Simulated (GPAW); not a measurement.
# Ge (P6_3/mmc) in GPAW: convergence with basis set

Aim: find how far basis set must go before the results for Ge settle, at LDA. This setting moves, with any that are tied to it; all else stays.

Program: GPAW 26.7.0. These are calculated values, not measurements. Logs are shortened: lines on timing, memory, paths and dates and some standing lists are left out, and cuts for length are marked. The log counts tension as positive stress, the text compression.

### Step 1. The crystal as given

The structure is hexagonal, space group P6_3/mmc (No. 194). The conventional cell has a = 3.998 Å, b = 3.998 Å, c = 6.599 Å, α = 90.00°, β = 90.00°, γ = 120.00°. Around Ge (site symmetry 3m) lie 4 Ge at 2.45 to 2.47 Å.

This isn't the form of Ge at room conditions, which is diamond.

### Step 2. With basis set lcao:sz(dzp)

run.py reads:

```python
from ase.dft.bandgap import bandgap
from ase.io import read, write
from gpaw import GPAW

atoms = read('POSCAR')

calc = GPAW(mode='lcao',
            h=0.16,
            basis='sz(dzp)',
            xc='LDA',
            kpts={'size': (6, 6, 3), 'gamma': True},
            occupations={'name': 'fermi-dirac', 'width': 0.05},
            convergence={'density': 1e-05, 'energy': 1e-05},
            maxiter=100,
            txt='gpaw.txt')
atoms.calc = calc
energy = atoms.get_potential_energy()
forces = atoms.get_forces()
calc.write('gs.gpw')
write('result.traj', atoms)
print(f'Energy: {energy:.6f} eV')
print('Forces (eV/A):')
print(forces.round(4))
print('Fermi level:', round(calc.get_fermi_level(), 4), 'eV')
print(f'Gap: {bandgap(calc)[0]:.4f} eV, direct: {bandgap(calc, direct=True)[0]:.4f} eV')
```

POSCAR reads:

```
Ge
1.0
    3.9975858431      0.0000000000      0.0000000000
   -1.9987929216      3.4620108940      0.0000000000
    0.0000000000      0.0000000000      6.5993779500
Ge
4
Direct
    0.3333333333      0.6666666667      0.9370987500
    0.6666666667      0.3333333333      0.4370987500
    0.3333333333      0.6666666667      0.5629012500
    0.6666666667      0.3333333333      0.0629012500
```

Potentials or basis: the program's PAW data sets (release 1.2.1) made for this functional, lcao:sz(dzp).

Launch:

```bash
$ OMP_NUM_THREADS=1 python run.py
```

gpaw.txt:

```text
__  _  _
 | _ |_)|_||  |
 |__||  | ||/\| - 26.7.0

Input parameters:
  mode=LCAO(),
  basis={'default': 'sz(dzp)'},
  convergence={'density': 1e-05, 'energy': 1e-05},
  h=0.16,
  kpts=MonkhorstPack(size=(6, 6, 3), gamma=True),
  maxiter=100,
  occupations=Occupations(name='fermi-dirac', width=0.05),
  xc=XC(name='LDA')

        Ge

        Ge
            Ge

            Ge

Atoms  # Å, Bohr magnetons
|   | symbol |         x |        y |        z |    initial magnetic moments |
|---|--------|-----------|----------|----------|-----------------------------|
| 0 |     Ge | -0.000000 | 2.308007 | 6.184269 | ( 0.0000,  0.0000,  0.0000) |
| 1 |     Ge |  1.998793 | 1.154004 | 2.884580 | ( 0.0000,  0.0000,  0.0000) |
| 2 |     Ge | -0.000000 | 2.308007 | 3.714798 | ( 0.0000,  0.0000,  0.0000) |
| 3 |     Ge |  1.998793 | 1.154004 | 0.415109 | ( 0.0000,  0.0000,  0.0000) |

Unit cell  # Å
| periodic |         x |        y |        z |  lengths |     angles |
|----------|-----------|----------|----------|----------|------------|
|      yes |  3.997586 | 0.000000 | 0.000000 | 3.997586 |  90.000000 |
|      yes | -1.998793 | 3.462011 | 0.000000 | 3.997586 |  90.000000 |
|      yes |  0.000000 | 0.000000 | 6.599378 | 6.599378 | 120.000000 |

Number of symmetries: 12
Symmetry operations  # r_c * U_cc + t_c -> r_c
|    | kind |            matrix            |
|----|------|------------------------------|
|  0 |  σ   |  1, 1, 0,  0,-1, 0,  0, 0, 1 |
|  1 |  S6  |  1, 1, 0, -1, 0, 0,  0, 0,-1 |
|  2 |  E   |  1, 0, 0,  0, 1, 0,  0, 0, 1 |
|  3 |  C2  |  1, 0, 0, -1,-1, 0,  0, 0,-1 |
|  4 |  C2  |  0, 1, 0,  1, 0, 0,  0, 0,-1 |
|  5 |  C3  |  0, 1, 0, -1,-1, 0,  0, 0, 1 |
|  6 |  S6  |  0,-1, 0,  1, 1, 0,  0, 0,-1 |
|  7 |  σ   |  0,-1, 0, -1, 0, 0,  0, 0, 1 |
|  8 |  σ   | -1, 0, 0,  1, 1, 0,  0, 0, 1 |
|  9 |  i   | -1, 0, 0,  0,-1, 0,  0, 0,-1 |
| 10 |  C3  | -1,-1, 0,  1, 0, 0,  0, 0, 1 |
| 11 |  C2  | -1,-1, 0,  0, 1, 0,  0, 0,-1 |

BZ-sampling:
  Number of BZ points: 108
  Number of IBZ points: 17

  Monkhorst-Pack size: [6, 6, 3]
  Monkhorst-Pack shift: [0.08333333333333333, 0.08333333333333333, 0.0]

K-points  # in reciprocal-cell coordinates
|     |                                coordinates |     weight |
|-----|--------------------------------------------|------------|
|   0 | (  0.00000000,   0.00000000,   0.00000000) | 0.00925926 |
|   1 | (  0.00000000,   0.00000000,   0.33333333) | 0.01851852 |
|   2 | (  0.16666667,   0.00000000,  -0.33333333) | 0.05555556 |
|   3 | (  0.16666667,   0.00000000,   0.00000000) | 0.05555556 |
|   4 | (  0.16666667,   0.00000000,   0.33333333) | 0.05555556 |
|   5 | (  0.33333333,  -0.16666667,   0.00000000) | 0.05555556 |
|   6 | (  0.33333333,  -0.16666667,   0.33333333) | 0.11111111 |
|   7 | (  0.33333333,   0.00000000,  -0.33333333) | 0.05555556 |
|   8 | (  0.33333333,   0.00000000,   0.00000000) | 0.05555556 |
|   9 | (  0.33333333,   0.00000000,   0.33333333) | 0.05555556 |
| ... |                                            |            |
|  16 | (  0.50000000,   0.50000000,   0.33333333) | 0.05555556 |

basis functions: 16
Spin-components: 1 (collinear spins)
Bands:           14
Projectors:      20
Spin-degeneracy: 2
Datatype:        <class 'complex'>

Parallelization:
  kpt:    1
  domain: 1
  band:   1

Density:
  Valence electrons: 16.0
  Components: 1
  Grid points: [20 20 40]
  Charge: 0.0  # |e|

Potential:
  Grid points: [20 20 40]

species:
  Ge:
    name:    Germanium
    Z:       32.0
    valence: 4
    core:    28
    charge:  0.0  # [|e|]
    compensation charges:
      type: gauss
      rc: 0.32  # [Å]
      lmax: 2
    cutoffs:
      filter: 1.77  # [Å]
      core: 3.42  # [Å]
    projectors
    | kind |    occ | energy [eV] | rcut [Å] |
    |------|--------|-------------|----------|
    |   4s |  2.000 |     -11.940 |    1.005 |
    |   4p |  2.000 |      -4.047 |    1.005 |
    |    s |        |      15.272 |    1.005 |
    |    p |        |      23.164 |    1.005 |
    |    d |        |       0.000 |    1.005 |

    LCAO basis set for Ge:
      Name: sz(dzp)
[... 60 lines left out ...]
|    | kind |            matrix            |
|----|------|------------------------------|
|  0 |  σ   |  1, 1, 0,  0,-1, 0,  0, 0, 1 |
|  1 |  S6  |  1, 1, 0, -1, 0, 0,  0, 0,-1 |
|  2 |  E   |  1, 0, 0,  0, 1, 0,  0, 0, 1 |
|  3 |  C2  |  1, 0, 0, -1,-1, 0,  0, 0,-1 |
|  4 |  C2  |  0, 1, 0,  1, 0, 0,  0, 0,-1 |
|  5 |  C3  |  0, 1, 0, -1,-1, 0,  0, 0, 1 |
|  6 |  S6  |  0,-1, 0,  1, 1, 0,  0, 0,-1 |
|  7 |  σ   |  0,-1, 0, -1, 0, 0,  0, 0, 1 |
|  8 |  σ   | -1, 0, 0,  1, 1, 0,  0, 0, 1 |
|  9 |  i   | -1, 0, 0,  0,-1, 0,  0, 0,-1 |
| 10 |  C3  | -1,-1, 0,  1, 0, 0,  0, 0, 1 |
| 11 |  C2  | -1,-1, 0,  0, 1, 0,  0, 0,-1 |

BZ-sampling:
  Number of BZ points: 108
  Number of IBZ points: 17

  Monkhorst-Pack size: [6, 6, 3]
  Monkhorst-Pack shift: [0.08333333333333333, 0.08333333333333333, 0.0]

K-points  # in reciprocal-cell coordinates
|     |                                coordinates |     weight |
|-----|--------------------------------------------|------------|
|   0 | (  0.00000000,   0.00000000,   0.00000000) | 0.00925926 |
|   1 | (  0.00000000,   0.00000000,   0.33333333) | 0.01851852 |
|   2 | (  0.16666667,   0.00000000,  -0.33333333) | 0.05555556 |
|   3 | (  0.16666667,   0.00000000,   0.00000000) | 0.05555556 |
|   4 | (  0.16666667,   0.00000000,   0.33333333) | 0.05555556 |
|   5 | (  0.33333333,  -0.16666667,   0.00000000) | 0.05555556 |
|   6 | (  0.33333333,  -0.16666667,   0.33333333) | 0.11111111 |
|   7 | (  0.33333333,   0.00000000,  -0.33333333) | 0.05555556 |
|   8 | (  0.33333333,   0.00000000,   0.00000000) | 0.05555556 |
|   9 | (  0.33333333,   0.00000000,   0.33333333) | 0.05555556 |
| ... |                                            |            |
|  16 | (  0.50000000,   0.50000000,   0.33333333) | 0.05555556 |

basis functions: 16
Spin-components: 1 (collinear spins)
Bands:           14
Projectors:      20
Spin-degeneracy: 2
Datatype:        <class 'complex'>

Parallelization:
  kpt:    1
  domain: 1
  band:   1

Density:
  Valence electrons: 16.0
  Components: 1
  Grid points: [20 20 40]
  Charge: 0.0  # |e|

Potential:
  Grid points: [20 20 40]

species:
  Ge:
    name:    Germanium
    Z:       32.0
    valence: 4
    core:    28
    charge:  0.0  # [|e|]
    compensation charges:
      type: gauss
      rc: 0.32  # [Å]
      lmax: 2
    cutoffs:
      filter: 1.77  # [Å]
      core: 3.42  # [Å]
    projectors
    | kind |    occ | energy [eV] | rcut [Å] |
    |------|--------|-------------|----------|
    |   4s |  2.000 |     -11.940 |    1.005 |
    |   4p |  2.000 |      -4.047 |    1.005 |
    |    s |        |      15.272 |    1.005 |
    |    p |        |      23.164 |    1.005 |
    |    d |        |       0.000 |    1.005 |

    LCAO basis set for Ge:
      Name: sz(dzp)
      File: <dir>
      Number of radial functions: 2
      Number of spherical harmonics: 4
        l=0, rc=6.6406 Bohr: 4s-sz confined orbital
        l=1, rc=8.9688 Bohr: 4p-sz confined orbital
      Number of RI-basis functions 0

Reference energy: -228071.270857  # eV

eigensolver:
  <gpaw.new.lcao.eigensolver.LCAOEigensolver object>
density mixing:
  MSR1-Mixer
  Pratt-step length: 0.05
  Maximum mixing coefficient: 0.75
  Old densities: 10
  SVD Regularization: 0.005
  Good broyden scale: 1.0
  Trust region scale: 1.0
  Backstep threshold: 4.0
  History deletion threshold: 6.0
  Fourier metric: weight=20.0, sigma=0.015

occupation numbers:
  Fermi-Dirac:
    width: 0.0500  # eV

FastPoissonSolver using
    Stencil: 8*3+1=25 point O(h^6) finite-difference Laplacian
    FFT axes: [np.int64(0), np.int64(1), np.int64(2)]
    FST axes: []

xc functional:
  name: None
interpolation: tri-quintic # 5. degree polynomial

convergence criteria:
- Maximum integral of absolute [dens]ity change: 1e-05 electrons / valence electron
- Maximum [total energy] change in last 3 cyles: 1e-05 eV / valence electron
- Maximum integral of absolute [eigenst]ate change: 4e-08 eV^2 / valence electron
maximum number of iterations: 100

SCF iterations
|iter     | |      energy | eigst |  dens |
|---------|-|-------------|-------|-------|
|iter:   1| |  -19.144231 |      c|       |
|iter:   2| |  -19.136414 |      c| -1.12 |
|iter:   3| |  -19.072357 |      c| -1.14 |
|iter:   4| |  -19.066886 |      c| -1.68 |
|iter:   5| |  -19.066877 |      c| -3.30 |
|iter:   6| |  -19.066876c|      c| -3.76 |
|iter:   7| |  -19.066876c|      c| -5.81c|

Converged in 7 steps
Energy contributions relative to reference atoms: (reference = -228071.270857)

Energy contributions:
  Kinetic:          12.194579
  Coulomb:         -10.369067
  Zero:              0.055467
  External:          0.000000
  Xc:              -20.946979
  Entropy:          -0.001753
  Spinorbit:         0.000000
  ----------------------------
  Free energy:     -19.067753
  Extrapolated:    -19.066876

dipole moment: (-0.000000, -0.000000, -0.000000)  # |e|*Ang

Fermi level: 5.377
Eigenvalues  # (at kpt = [0.000, 0.000, 0.000])
| band index |      eig [eV] | occ [0-2] |
|------------|---------------|-----------|
|          0 |        -7.527 |     2.000 |
|          1 |        -5.520 |     2.000 |
|          2 |        -2.188 |     2.000 |
|          3 |         3.878 |     2.000 |
|          4 |         3.878 |     2.000 |
|          5 |         4.983 |     1.999 |
|          6 |         5.223 |     1.911 |
|          7 |         5.349 |     1.269 |
|          8 |         5.445 |     0.407 |
|          9 |         5.445 |     0.406 |
|         10 |         8.011 |     0.000 |
|         11 |         8.011 |     0.000 |
|         12 |         8.419 |     0.000 |
|         13 |        10.855 |     0.000 |

Gap: 0.096 eV
Transition (v -> c):
  (s=0, k=0, n=7, [0.00, 0.00, 0.00]) -> (s=0, k=0, n=8, [0.00, 0.00, 0.00])
No difference between direct/indirect transitions

Forces  # eV/Ang
|        x |        y |        z |
|----------|----------|----------|
|  0.00000 | -0.00000 | -0.06814 |  # Ge   0
| -0.00000 |  0.00000 | -0.06814 |  # Ge   1
|  0.00000 | -0.00000 |  0.06814 |  # Ge   2
| -0.00000 |  0.00000 |  0.06814 |  # Ge   3

# Writing to gs.gpw (mode='')
```

It took 17 s on 1 thread of Arm Neoverse V1, shared host; peak memory 0.19 GiB.

Results:

```yaml
Free_energy: -19.0678 eV
Largest_force: 0.068 eV/Å
Band_gap_on_the_k_mesh: 0.10 eV, direct
```

### Step 3. With basis set lcao:szp(dzp)

run.py, as its differences from that of step 2:

```diff
@@ -8,3 +8,3 @@
             h=0.16,
-            basis='sz(dzp)',
+            basis='szp(dzp)',
             xc='LDA',
```

POSCAR is that of step 2.

Potentials or basis: the program's PAW data sets (release 1.2.1) made for this functional, lcao:szp(dzp).

Launch:

```bash
$ OMP_NUM_THREADS=1 python run.py
```

It took 66 s on 1 thread of Arm Neoverse V1, shared host; peak memory 0.22 GiB.

What came out:

```
Free energy            : -19.3859 eV
Largest force          : 0.057 eV/Å
Band gap on the k mesh : 0.16 eV, direct
```

### Step 4. With basis set lcao:dz(dzp)

run.py, as its differences from that of step 3:

```diff
@@ -8,3 +8,3 @@
             h=0.16,
-            basis='szp(dzp)',
+            basis='dz(dzp)',
             xc='LDA',
```

POSCAR is that of step 3.

Potentials or basis: the program's PAW data sets (release 1.2.1) made for this functional, lcao:dz(dzp).

Launch:

```bash
$ OMP_NUM_THREADS=1 python run.py
```

It took 25 s on 1 thread of Arm Neoverse V1, shared host; peak memory 0.19 GiB.

What came out:

| Item | Value |
| --- | --- |
| Free energy | -19.8284 eV |
| Largest force | 0.040 eV/Å |
| Band gap on the k mesh | 0.23 eV, direct |

### Step 5. With basis set lcao:dzp

run.py, as its differences from that of step 4:

```diff
@@ -8,3 +8,3 @@
             h=0.16,
-            basis='dz(dzp)',
+            basis='dzp',
             xc='LDA',
```

POSCAR is that of step 4.

Potentials or basis: the program's PAW data sets (release 1.2.1) made for this functional, lcao:dzp.

Launch:

```bash
$ OMP_NUM_THREADS=1 python run.py
```

It took 87 s on 1 thread of Arm Neoverse V1, shared host; peak memory 0.22 GiB.

The run converged. Its results:

```
Free energy            : -20.1072 eV
Largest force          : 0.030 eV/Å
Band gap on the k mesh : 0.26 eV, direct
```

### Step 6. With basis set fd

run.py, as its differences from that of step 5:

```diff
@@ -6,5 +6,4 @@
 
-calc = GPAW(mode='lcao',
+calc = GPAW(mode='fd',
             h=0.16,
-            basis='dzp',
             xc='LDA',
@@ -12,2 +11,3 @@
             occupations={'name': 'fermi-dirac', 'width': 0.05},
+            nbands=18,
             convergence={'density': 1e-05, 'energy': 1e-05},
```

POSCAR is that of step 5.

Potentials or basis: the program's PAW data sets (release 1.2.1) made for this functional, fd.

Launch:

```bash
$ OMP_NUM_THREADS=1 python run.py
```

Wall time 37 s (1 thread of Arm Neoverse V1, shared host); peak memory 0.29 GiB.

It converged, with:

```
Free energy            : -20.6453 eV
Largest force          : 0.017 eV/Å
Band gap on the k mesh : 0.28 eV, direct
```

### Step 7. With basis set pw

run.py, as its differences from that of step 6:

```diff
@@ -2,3 +2,4 @@
 from ase.io import read, write
-from gpaw import GPAW
+from ase.units import GPa
+from gpaw import GPAW, PW
 
@@ -6,4 +7,3 @@
 
-calc = GPAW(mode='fd',
-            h=0.16,
+calc = GPAW(mode=PW(600),
             xc='LDA',
@@ -18,2 +18,3 @@
 forces = atoms.get_forces()
+stress = atoms.get_stress()
 calc.write('gs.gpw')
@@ -23,2 +24,3 @@
 print(forces.round(4))
+print('Stress (GPa):', (stress / GPa).round(3))
 print('Fermi level:', round(calc.get_fermi_level(), 4), 'eV')
```

POSCAR is that of step 6.

Potentials or basis: the program's PAW data sets (release 1.2.1) made for this functional, pw.

Launch:

```bash
$ OMP_NUM_THREADS=1 python run.py
```

Wall time 16 s (1 thread of Arm Neoverse V1, shared host); peak memory 0.17 GiB.

The run converged. Its results:

```yaml
Free_energy: -20.6525 eV
Pressure: -1.5 GPa
Largest_force: 0.016 eV/Å
Band_gap_on_the_k_mesh: 0.28 eV, direct
```

### Step 8. The series at a glance

```tsv
basis set	energy less the tightest run, at zero smearing (meV/atom)	largest force (eV/Å)	gap on the mesh (eV)	SCF cycles	CPU time (s)	peak memory (GiB)
lcao:sz(dzp)	396.22	0.068	0.096	7	17	0.19
lcao:szp(dzp)	316.65	0.057	0.161	7	66	0.22
lcao:dz(dzp)	206.00	0.040	0.230	7	25	0.19
lcao:dzp	136.29	0.030	0.256	8	87	0.22
fd	1.79	0.017	0.276	11	37	0.29
pw	0.00	0.016	0.276	9	16	0.17
```

Against the tightest run, the largest force stays within 0.005 eV/Å from fd on; the gap on the mesh stays within 0.01 eV from fd on. Not settled before the last step: the energy (to 1 meV/atom). The tightest run that finished is the yardstick and may itself not be fully converged.

Caveats: an odd mesh through Γ misses points on the zone boundary, where band edges often lie.
